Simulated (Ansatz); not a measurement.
Crystal: CdO (Monteponite).

```
Cd O
1.0
     0.00000    2.34950    2.34950
     2.34950    0.00000    2.34950
     2.34950    2.34950    0.00000
Cd O
1 1
Cartesian
  0.0000 0.0000 0.0000
  2.3495 2.3495 2.3495
```

```yaml
Program: Ansatz 0.2.0
Task: relaxation of cell and atoms
Functional: PBEsol
Dispersion: D3(BJ)
Potentials_or_basis: all-electron LAPW, scalar-relativistic
Basis_error_allowed: 0.001 eV/atom
k_mesh: 10 × 10 × 10
Occupations: fermi-dirac, width 0.05 eV
Spin: no spin polarisation
```

At the start: volume 12.97 Å³/atom.

Question: Where does the relaxation end?

Answer: Over 4 steps the energy falls by 4.6 meV/atom and the volume is 12.62 Å³/atom (-2.7 %); space group Fm-3m (No. 225, to 0.05 Å).

The path:
```tsv
step	energy change (eV)	largest force (eV/Å)	volume (Å³)
1	0.0000	0.0000	25.94
2	-0.0089	0.0000	25.08
3	-0.0093	0.0000	25.23
4	-0.0093	0.0000	25.23
```

Final structure:
```
CELL_PARAMETERS angstrom
0.00000 2.32792 2.32792
2.32792 0.00000 2.32792
2.32792 2.32792 0.00000
ATOMIC_POSITIONS crystal
Cd 0.00000 0.00000 0.00000
O 0.50000 0.50000 0.50000
```
